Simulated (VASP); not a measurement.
Calculation: PBE GGA, VASP's PBE PAW potentials (set 64) (plane waves; VASP).

VASP input:

File POSCAR:
```
InN
1
   -0.0000000000     2.5226072543     2.5226072543
    2.5226072543     0.0000000000     2.5226072543
    2.5226072543     2.5226072543    -0.0000000000
In N
1 1
Direct
  0.0000000000   0.0000000000   0.0000000000
  0.2500000000   0.2500000000   0.2500000000
```

### KPOINTS
```
k-points along high-symmetry lines
15
Line-mode
Reciprocal
  0.000000   0.000000   0.000000 ! GAMMA
 -0.500000  -0.500000   0.000000 ! X

 -0.500000  -0.500000   0.000000 ! X
 -0.375000  -0.375000   0.250000 ! U

 -0.375000   0.000000   0.375000 ! K
  0.000000   0.000000   0.000000 ! GAMMA

  0.000000   0.000000   0.000000 ! GAMMA
  0.000000   0.000000   0.500000 ! L

  0.000000   0.000000   0.500000 ! L
 -0.500000  -0.250000   0.250000 ! W

 -0.500000  -0.250000   0.250000 ! W
 -0.500000  -0.500000   0.000000 ! X
```

### INCAR
```
ALGO=Normal   ! blocked Davidson
LWAVE=.False.
ISMEAR=0   ! Gaussian
SIGMA=0.05   ! width (eV)
GGA=PE
ENCUT=450
ICHARG=11
LASPH=.True.   ! aspherical one-centre terms
EDIFF=1E-6   ! SCF stop (eV)
SYSTEM=InN
PREC=Accurate
NELM=100   ! most electronic steps
LREAL=.False.
LMAXMIX=4
LCHARG=.False.
```

POTCAR, in this order: In_d N (PBE.64 set). Program: vasp_std. Read from the step before: CHGCAR.

Output of the run:

OUTCAR:
```
 ion  position               nearest neighbor table
   1  0.000  0.000  0.000-   2 2.18   2 2.18   2 2.18   2 2.18
   2  0.250  0.250  0.250-   1 2.18   1 2.18   1 2.18   1 2.18
  LATTYP: Found a face centered cubic cell.
 ALAT       =     5.0452145086
 Subroutine PRICEL returns:
 Original cell was already a primitive cell.
 Subroutine GETGRP returns: Found 24 space group operations
The static configuration has the point symmetry T_d .
The dynamic configuration has the point symmetry T_d .
 Subroutine INISYM returns: Found 24 space group operations
   k-points           NKPTS =     90   k-points in BZ     NKDIM =     90   number of bands    NBANDS=     13
   number of dos      NEDOS =    301   number of ions     NIONS =      2
   total plane-waves  NPLWV =  21952
   dimension x,y,z NGX =    28 NGY =   28 NGZ =   28
   dimension x,y,z NGXF=    56 NGYF=   56 NGZF=   56
   ions per type =               1   1
   PREC   = accura    normal or accurate (medium, high low for compatibility)
   ISTART =      0    job   : 0-new  1-cont  2-samecut
   ICHARG =     11    charge: 1-file 2-atom 10-const
   ISPIN  =      1    spin polarized calculation?
   LNONCOLLINEAR =      F non collinear calculations
   LSORBIT =      F    spin-orbit coupling
   INIWAV =      1    electr: 0-lowe 1-rand  2-diag
   ENCUT  =  450.0 eV  33.07 Ry    5.75 a.u.   6.17  6.17  6.17*2*pi/ulx,y,z
...
```

**OSZICAR**
```
       N       E                     dE             d eps       ncg     rms          rms(c)
DAV:   1     0.118062662201E+03    0.11806E+03   -0.85500E+03  2360   0.169E+03
DAV:   2    -0.939286136034E+00   -0.11900E+03   -0.11427E+03  2670   0.351E+02
DAV:   3    -0.954597860316E+01   -0.86067E+01   -0.84046E+01  2773   0.984E+01
DAV:   4    -0.977971610658E+01   -0.23374E+00   -0.23323E+00  2813   0.171E+01
DAV:   5    -0.978863659101E+01   -0.89205E-02   -0.89198E-02  3123   0.298E+00
DAV:   6    -0.978891189461E+01   -0.27530E-03   -0.27530E-03  3005   0.439E-01
DAV:   7    -0.978891571243E+01   -0.38178E-05   -0.38179E-05  3231   0.588E-02
DAV:   8    -0.978891574304E+01   -0.30607E-07   -0.29971E-07  1770   0.617E-03
   1 F= -.97889157E+01 E0= -.97872726E+01  d E =-.328621E-02
```

### OUTCAR
```
 val. band max:        6.1066459294   @ k =   0.0000   0.0000   0.0000

 cond. band min:       6.3069824846   @ k =   0.0000   0.0000   0.0357



 k-point     1 :       0.0000    0.0000    0.0000
  band No.  band energies     occupation
      1      -8.2337      2.00000
      2      -7.2541      2.00000
      3      -7.2541      2.00000
      4      -7.2541      2.00000
      5      -6.9200      2.00000
      6      -6.9200      2.00000
      7       5.6036      2.00000
      8       6.1066      1.50909
      9       6.1066      1.50909
     10       6.1066      1.50908
     11      15.3605      0.00000
     12      15.3605      0.00000
     13      15.3605      0.00000

 k-point     2 :      -0.0357   -0.0357    0.0000
  band No.  band energies     occupation
      1      -8.2386      2.00000
      2      -7.2502      2.00000
      3      -7.2502      2.00000
      4      -7.2326      2.00000
      5      -6.9218      2.00000
      6      -6.9188      2.00000
      7       5.3419      2.00000
      8       6.0760      1.88027
      9       6.0760      1.88027
     10       6.3787      0.00000
     11      15.2453      0.00000
     12      15.3746      0.00000
     13      15.3746      0.00000

 k-point     3 :      -0.0714   -0.0714    0.0000
  band No.  band energies     occupation
      1      -8.2526      2.00000
      2      -7.2385      2.00000
      3      -7.2385      2.00000
      4      -7.1695      2.00000
      5      -6.9262      2.00000
      6      -6.9152      2.00000
      7       4.9367      2.00000
      8       5.9853      1.99996
      9       5.9853      1.99996
     10       6.8126      0.00000
     11      14.9357      0.00000
     12      15.4179      0.00000
     13      15.4179      0.00000

 k-point     4 :      -0.1071   -0.1071    0.0000
  band No.  band energies     occupation
      1      -8.2749      2.00000
      2      -7.2194      2.00000
      3      -7.2194      2.00000
      4      -7.0722      2.00000
...
```

The density is held fixed in this step, so its total energy and stress have no physical meaning.  Unless said otherwise, spin-orbit coupling is left out, though it shifts the bands of the heavy elements here.

The compound is InN in the zinc blende structure, a metastable form; wurtzite is the usual one. It was relaxed first.
